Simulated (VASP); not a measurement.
# Nd (Im-3m) in VASP: notebook

Runs on Nd. Level: PBE. Tasks: single point.

Program: VASP 6.6.1. These are calculated values, not measurements. Logs are shortened: lines on timing, memory, paths and dates and some standing lists are left out, and cuts for length are marked.

### 1 The crystal as given

The structure is cubic, space group Im-3m (No. 229). Conventional cell: a = 4.151 Å, b = 4.151 Å, c = 4.151 Å, α = 90.00°, β = 90.00°, γ = 90.00°. Nd (site symmetry m-3m) has 8 Nd at 3.59 Å as nearest neighbours.

This isn't the form of Nd at room conditions, which is double hcp.

### 2 Single point, PBE, collinear spin, ferromagnetic start

INCAR reads:

```
SYSTEM = Nd
  ADDGRID = .False.
  ALGO = Normal
  EDIFF = 1E-6
  ENCUT = 220
  GGA = PE
  ISIF = 2
  ISMEAR = -1
  ISPIN = 2
  LASPH = .True.
  LCHARG = .False.
  LMAXMIX = 6
  LORBIT = 11
  LREAL = .False.
  LWAVE = .False.
  MAGMOM = 3
  NBANDS = 16
  NELM = 100
  PREC = Accurate
  SIGMA = 0.1
```

KPOINTS reads:

```
k-points
0
Gamma
  5 5 5
  0 0 0
```

POSCAR reads:

```
Nd
1.0
   -2.0754700287      2.0754700287      2.0754700287
    2.0754700287     -2.0754700287      2.0754700287
    2.0754700287      2.0754700287     -2.0754700287
Nd
1
Direct
    0.0000000000      0.0000000000      0.0000000000
```

Potentials or basis: VASP PAW PBE potentials, release 64 (Nd_3), 4f in core.

Launch:

```
cat potpaw_PBE.64/Nd_3/POTCAR > POTCAR
mpirun -np 1 vasp_std > vasp.out
```

OUTCAR:

```text
SYSTEM = Nd
   EDIFF = 1E-6
   ENCUT = 220
   GGA = PE
   ISIF = 2
   ISMEAR = -1
   ISPIN = 2
   LASPH = .True.
   LORBIT = 11
   LREAL = .False.
   NELM = 100
   PREC = Accurate

 Found     10 irreducible k-points:

 Following reciprocal coordinates:
            Coordinates               Weight
  0.000000  0.000000  0.000000      1.000000
  0.200000  0.000000  0.000000     12.000000
  0.400000  0.000000  0.000000     12.000000
  0.200000  0.200000  0.000000     24.000000
  0.400000  0.200000  0.000000     24.000000
  0.200000  0.200000  0.200000      8.000000
   k-points           NKPTS =     10   k-points in BZ     NKDIM =     10   number of bands    NBANDS=     16
   number of dos      NEDOS =    301   number of ions     NIONS =      1
   total plane-waves  NPLWV =   5832
   dimension x,y,z NGX =    18 NGY =   18 NGZ =   18
   dimension x,y,z NGXF=    36 NGYF=   36 NGZF=   36
   ions per type =               1
   NGX,Y,Z   is equivalent  to a cutoff of   8.32,  8.32,  8.32 a.u.
   NGXF,Y,Z  is equivalent  to a cutoff of  16.65, 16.65, 16.65 a.u.
 SYSTEM =  Nd
   PREC   = accura    normal or accurate (medium, high low for compatibility)
   ISTART =      0    job   : 0-new  1-cont  2-samecut
   ICHARG =      2    charge: 1-file 2-atom 10-const
   ISPIN  =      2    spin polarized calculation?
   LNONCOLLINEAR =      F non collinear calculations
   LSORBIT =      F    spin-orbit coupling
   LASPH  =      T    aspherical Exc in radial PAW
   ENCUT  =  220.0 eV  16.17 Ry    4.02 a.u.   4.35  4.35  4.35*2*pi/ulx,y,z
   NELM   =    100;   NELMIN=  2; NELMDL= -5     # of ELM steps
   EDIFF  = 0.1E-05   stopping-criterion for ELM
   LREAL  =      F    real-space projection
   EDIFFG = 0.1E-04   stopping-criterion for IOM
   NSW    =      0    number of steps for IOM
   IBRION =     -1    ionic relax: 0-MD 1-quasi-New 2-CG
   NFREE  =      0    steps in history (QN), initial steepest desc. (CG)
   ISIF   =      2    stress and relaxation
   ISYM   =      2    0-nonsym 1-usesym 2-fastsym
   POTIM  = 0.5000    time-step for ionic-motion
   TEBEG  =    0.0;   TEEND  =   0.0 temperature during run
   PSTRESS=    0.0 pullay stress
   NELECT =      11.0000    total number of electrons
   NUPDOWN=      -1.0000    fix difference up-down
   EMIN   =  10.00;   EMAX   =-10.00  energy-range for DOS
   EFERMI =   0.00;   METHOD = LEGACY
   ISMEAR =    -1;   SIGMA  =   0.10  broadening in eV -4-tet -1-fermi 0-gaus
   EFERMI_NEDOS =   21; number of points for ismear=-14 and -15
   IALGO  =     38    algorithm
   IMIX   =      4    mixing-type and parameters
     AMIX     =   0.40;   BMIX     =  1.00
     AMIX_MAG =   1.60;   BMIX_MAG =  1.00
  volume/ion in A,a.u.               =      35.76       241.33
  Fermi-wavevector in a.u.,A,eV,Ry     =   1.105103  2.088341 16.616139  1.221252
  Thomas-Fermi vector in A             =   2.241585
   LORBIT       =     11    0 simple, 1 ext, 2 COOP (PROOUT), +10 PAW based schemes
   GGA     = PE    functional components
   LHFCALC =     F    Hartree Fock is set to
   AEXX    =    0.0000 exact exchange contribution
   IVDW    =     0    specifies the selected vdW correction
   LEPSILON=     F    determine dielectric tensor
   LRPA    =     F    only Hartree local field effects (RPA)
 spin polarized calculation
  energy-cutoff  :      220.00
  volume of cell :       35.76
 maximum number of plane-waves:       272
 NGX is ok and might be reduce to    18
   NGX =  9   NGY =  9   NGZ =  9

 number of electron      11.0000002 magnetization       0.6854691

 Free energy of the ion-electron system (eV)
  ---------------------------------------------------
  ext. energy  EPLUGINS =         0.00000000
  ---------------------------------------------------
  free energy    TOTEN  =        -4.59523822 eV

  energy without entropy =       -4.53198661  energy(sigma->0) =       -4.56361242

 E-fermi :   3.3397     XC(G=0):  -9.5845

 val. band max:        3.2166471486   @ k =   0.2000   0.2000   0.0000
 cond. band min:       3.4788330241   @ k =  -0.4000   0.4000   0.2000
 fundamental gap:      0.2621858755
 Fermi energy:         3.3396942056

 spin component 1

 k-point     1 :       0.0000    0.0000    0.0000
  band No.  band energies     occupation
      1     -34.7397      1.00000
      2     -15.3924      1.00000
      3     -15.3924      1.00000
      4     -15.3924      1.00000
      5      -0.8512      1.00000
      6       4.5599      0.00001
[... 8 lines left out ...]
     15      20.4344      0.00000
     16      22.1188      0.00000

 k-point     2 :       0.2000    0.0000    0.0000
  band No.  band energies     occupation
      1     -34.6981      1.00000
      2     -15.7583      1.00000
      3     -15.5044      1.00000
      4     -15.3960      1.00000
      5       0.1899      1.00000
      6       3.8788      0.00454
[... 8 lines left out ...]
     15      17.9129      0.00000
     16      20.7968      0.00000

 k-point     3 :       0.4000    0.0000    0.0000
  band No.  band energies     occupation
      1     -34.6296      1.00000
      2     -16.2955      1.00000
      3     -15.6779      1.00000
      4     -15.4014      1.00000
      5       1.1575      1.00000
      6       3.0622      0.94130
[... 8 lines left out ...]
     15      18.9208      0.00000
     16      19.5606      0.00000

 k-point     4 :       0.2000    0.2000    0.0000
  band No.  band energies     occupation
      1     -34.6428      1.00000
      2     -16.1165      1.00000
      3     -15.6664      1.00000
      4     -15.4737      1.00000
      5       1.5561      1.00000
      6       3.2166      0.77390
[... 8 lines left out ...]
     15      18.9071      0.00000
     16      21.3822      0.00000

 k-point     5 :       0.4000    0.2000    0.0000
  band No.  band energies     occupation
      1     -34.6083      1.00000
      2     -16.2647      1.00000
      3     -15.8542      1.00000
      4     -15.4961      1.00000
      5       1.8980      1.00000
      6       3.0666      0.93884
[... 8 lines left out ...]
     15      18.4260      0.00000
     16      21.1598      0.00000

 k-point     6 :       0.2000    0.2000    0.2000
  band No.  band energies     occupation
      1     -34.6146      1.00000
      2     -16.1424      1.00000
      3     -15.7352      1.00000
      4     -15.7352      1.00000
      5       3.0097      0.96442
      6       3.0097      0.96442
[... 8 lines left out ...]
     15      19.5266      0.00000
     16      20.6847      0.00000

 [... further k-points ...]

 spin component 2

 k-point     1 :       0.0000    0.0000    0.0000
  band No.  band energies     occupation
      1     -34.5920      1.00000
      2     -15.2056      1.00000
      3     -15.2056      1.00000
      4     -15.2056      1.00000
      5      -0.3208      1.00000
      6       5.0015      0.00000
[... 8 lines left out ...]
     15      20.8806      0.00000
     16      22.5312      0.00000

 k-point     2 :       0.2000    0.0000    0.0000
  band No.  band energies     occupation
      1     -34.5517      1.00000
      2     -15.5572      1.00000
      3     -15.3134      1.00000
      4     -15.2094      1.00000
      5       0.7111      1.00000
      6       4.3376      0.00005
[... 8 lines left out ...]
     15      18.3893      0.00000
     16      21.2426      0.00000

 k-point     3 :       0.4000    0.0000    0.0000
  band No.  band energies     occupation
      1     -34.4855      1.00000
      2     -16.0757      1.00000
      3     -15.4806      1.00000
      4     -15.2150      1.00000
      5       1.6451      1.00000
      6       3.5352      0.12404
[... 8 lines left out ...]
     15      19.4488      0.00000
     16      20.0621      0.00000

 k-point     4 :       0.2000    0.2000    0.0000
  band No.  band energies     occupation
      1     -34.4983      1.00000
      2     -15.9027      1.00000
      3     -15.4693      1.00000
      4     -15.2843      1.00000
      5       2.0611      1.00000
      6       3.6583      0.03971
[... 8 lines left out ...]
     15      19.4066      0.00000
     16      21.8815      0.00000

 k-point     5 :       0.4000    0.2000    0.0000
  band No.  band energies     occupation
      1     -34.4649      1.00000
      2     -16.0460      1.00000
      3     -15.6501      1.00000
      4     -15.3060      1.00000
      5       2.3758      0.99993
      6       3.5330      0.12646
[... 8 lines left out ...]
     15      18.9036      0.00000
     16      21.6623      0.00000

 k-point     6 :       0.2000    0.2000    0.2000
  band No.  band energies     occupation
      1     -34.4710      1.00000
      2     -15.9281      1.00000
      3     -15.5358      1.00000
      4     -15.5358      1.00000
      5       3.4830      0.19259
      6       3.4830      0.19259
[... 8 lines left out ...]
     15      20.0608      0.00000
     16      21.2263      0.00000

 [... further k-points ...]
[... 5 lines left out ...]
  --------------------------------------------------------------------------------------
  -------------------------------------------------------------------------------------
  Total        0.0931553      0.0931553      0.0931553     -0.0000000      0.0000000     -0.0000000
  in kB        4.1735782      4.1735782      4.1735782     -0.0000000      0.0000000     -0.0000000
  external PRESSURE =       4.1735782 kB  Pullay stress =       0.0000000 kB

 VOLUME and BASIS-vectors are now :
 -----------------------------------------------------------------------------
  energy-cutoff  :      220.00
  volume of cell :       35.76
      direct lattice vectors                 reciprocal lattice vectors
    -2.075470029  2.075470029  2.075470029     0.000000000  0.240909285  0.240909285
     2.075470029 -2.075470029  2.075470029     0.240909285  0.000000000  0.240909285
     2.075470029  2.075470029 -2.075470029     0.240909285  0.240909285  0.000000000

 POSITION                                       TOTAL-FORCE (eV/Angst)
 -----------------------------------------------------------------------------------
      0.00000      0.00000      0.00000         0.000000     -0.000000      0.000000
 -----------------------------------------------------------------------------------
    total drift:                                0.000000      0.000000      0.000000

  FREE ENERGIE OF THE ION-ELECTRON SYSTEM (eV)
  ---------------------------------------------------
  free  energy   TOTEN  =        -4.5952382233 eV

  energy  without entropy=       -4.5319866101  energy(sigma->0) =       -4.56361242

 total charge

# of ion       s       p       d       tot
------------------------------------------
    1        2.150   5.778   0.949   8.878

 magnetization (x)

# of ion       s       p       d       tot
------------------------------------------
    1        0.005   0.023   0.289   0.316
```

Wall time 9.9 s (1 thread of Intel Xeon Platinum 8488C (Sapphire Rapids), shared host); peak memory 0.12 GiB.

The run converged, but some of its settings lie outside the range that counts as converged, so its numbers aren't taken as properties of the crystal.

What came out:

```
Free energy                                           : -4.5952 eV
Pressure                                              : 0.4 GPa
Band gap on the k mesh                                : none (metal or under the smearing width)
Net moment                                            : 0.69 μB per cell
Site moments                                          : Nd +0.32 μB
Valence electrons inside the program's atomic spheres : Nd 8.88
```

Caveat: the k mesh is coarse (spacing up to 0.43 Å⁻¹), so the values aren't converged; the magnetic or orbital state may not be the lowest; spin-orbit coupling is left out, which moves the levels of the heavy elements; the 4f electrons are frozen in the core as for a trivalent ion, so they carry no moment and show no levels.

### 3 Single point, PBE, collinear spin, ferromagnetic start

INCAR: that of step 2 with these lines changed.

```diff
@@ -4,3 +4,3 @@
   EDIFF = 1E-6
-  ENCUT = 220
+  ENCUT = 400
   GGA = PE
```

KPOINTS reads:

```
k-points
0
Gamma
  4 4 4
  0 0 0
```

POSCAR is that of step 2.

Potentials or basis: VASP PAW PBE potentials, release 64 (Nd_3), 4f in core.

Launch:

```
cat potpaw_PBE.64/Nd_3/POTCAR > POTCAR
mpirun -np 1 vasp_std > vasp.out
```

OUTCAR:

```text
SYSTEM = Nd
   EDIFF = 1E-6
   ENCUT = 400
   GGA = PE
   ISIF = 2
   ISMEAR = -1
   ISPIN = 2
   LASPH = .True.
   LORBIT = 11
   LREAL = .False.
   NELM = 100
   PREC = Accurate

 Found      8 irreducible k-points:

 Following reciprocal coordinates:
            Coordinates               Weight
  0.000000  0.000000  0.000000      1.000000
  0.250000  0.000000  0.000000     12.000000
  0.500000  0.000000  0.000000      6.000000
  0.250000  0.250000  0.000000     24.000000
  0.250000  0.250000  0.250000      2.000000
 -0.250000  0.250000  0.250000      6.000000
   k-points           NKPTS =      8   k-points in BZ     NKDIM =      8   number of bands    NBANDS=     16
   number of dos      NEDOS =    301   number of ions     NIONS =      1
   total plane-waves  NPLWV =  13824
   dimension x,y,z NGX =    24 NGY =   24 NGZ =   24
   dimension x,y,z NGXF=    48 NGYF=   48 NGZF=   48
   ions per type =               1
   NGX,Y,Z   is equivalent  to a cutoff of  11.10, 11.10, 11.10 a.u.
   NGXF,Y,Z  is equivalent  to a cutoff of  22.20, 22.20, 22.20 a.u.
 SYSTEM =  Nd
   PREC   = accura    normal or accurate (medium, high low for compatibility)
   ISTART =      0    job   : 0-new  1-cont  2-samecut
   ICHARG =      2    charge: 1-file 2-atom 10-const
   ISPIN  =      2    spin polarized calculation?
   LNONCOLLINEAR =      F non collinear calculations
[... 165 lines left out ...]
      6       3.4102      0.21534
[... 8 lines left out ...]
     15      19.4946      0.00000
     16      19.4946      0.00000

 [... further k-points ...]

 spin component 2

 k-point     1 :       0.0000    0.0000    0.0000
  band No.  band energies     occupation
      1     -34.6922      1.00000
      2     -15.3215      1.00000
      3     -15.3215      1.00000
      4     -15.3215      1.00000
      5      -0.6111      1.00000
      6       4.7649      0.00000
[... 91 lines left out ...]
      3     -15.6497      1.00000
      4     -15.6497      1.00000
      5       2.0229      1.00000
      6       3.4093      0.21689
[... 8 lines left out ...]
     15      19.4935      0.00000
     16      19.4935      0.00000

 [... further k-points ...]
[... 5 lines left out ...]
  --------------------------------------------------------------------------------------
  -------------------------------------------------------------------------------------
  Total        0.0822403      0.0822403      0.0822403     -0.0000000      0.0000000      0.0000000
  in kB        3.6845638      3.6845638      3.6845638     -0.0000000      0.0000000      0.0000000
  external PRESSURE =       3.6845638 kB  Pullay stress =       0.0000000 kB

 VOLUME and BASIS-vectors are now :
 -----------------------------------------------------------------------------
  energy-cutoff  :      400.00
  volume of cell :       35.76
      direct lattice vectors                 reciprocal lattice vectors
    -2.075470029  2.075470029  2.075470029     0.000000000  0.240909285  0.240909285
     2.075470029 -2.075470029  2.075470029     0.240909285  0.000000000  0.240909285
     2.075470029  2.075470029 -2.075470029     0.240909285  0.240909285  0.000000000

 POSITION                                       TOTAL-FORCE (eV/Angst)
 -----------------------------------------------------------------------------------
      0.00000      0.00000      0.00000         0.000000     -0.000000      0.000000
 -----------------------------------------------------------------------------------
    total drift:                               -0.000000      0.000000     -0.000000

  FREE ENERGIE OF THE ION-ELECTRON SYSTEM (eV)
  ---------------------------------------------------
  free  energy   TOTEN  =        -4.5921236516 eV

  energy  without entropy=       -4.5083807305  energy(sigma->0) =       -4.55025219

 total charge

# of ion       s       p       d       tot
------------------------------------------
    1        2.153   5.779   0.940   8.872

 magnetization (x)

# of ion       s       p       d       tot
------------------------------------------
    1       -0.000  -0.000  -0.001  -0.001
```

stdout:

```text
POSCAR found type information on POSCAR Nd
 POSCAR found :  1 types and       1 ions
 scaLAPACK will be used
 LDA part: xc-table for (Slater+PW92), standard interpolation
 POSCAR, INCAR and KPOINTS ok, starting setup
 FFT: planning ... GRIDC
 FFT: planning ... GRID_SOFT
 FFT: planning ... GRID
 WAVECAR not read
 entering main loop
```

Wall time 10 s (1 thread of Intel Xeon Platinum 8488C (Sapphire Rapids), shared host); peak memory 0.14 GiB.

The run converged, but some of its settings lie outside the range that counts as converged, so its numbers aren't taken as properties of the crystal.

Results:

```
Free energy                                           : -4.5921 eV
Pressure                                              : 0.4 GPa
Band gap on the k mesh                                : none (metal or under the smearing width)
Net moment                                            : 0.00 μB per cell
Valence electrons inside the program's atomic spheres : Nd 8.87
```

Caveat: the k mesh is coarse (spacing up to 0.54 Å⁻¹), so the values aren't converged; the magnetic or orbital state may not be the lowest; spin-orbit coupling is left out, which moves the levels of the heavy elements; the 4f electrons are frozen in the core as for a trivalent ion, so they carry no moment and show no levels.

(Part 1 of 3 ends here.)
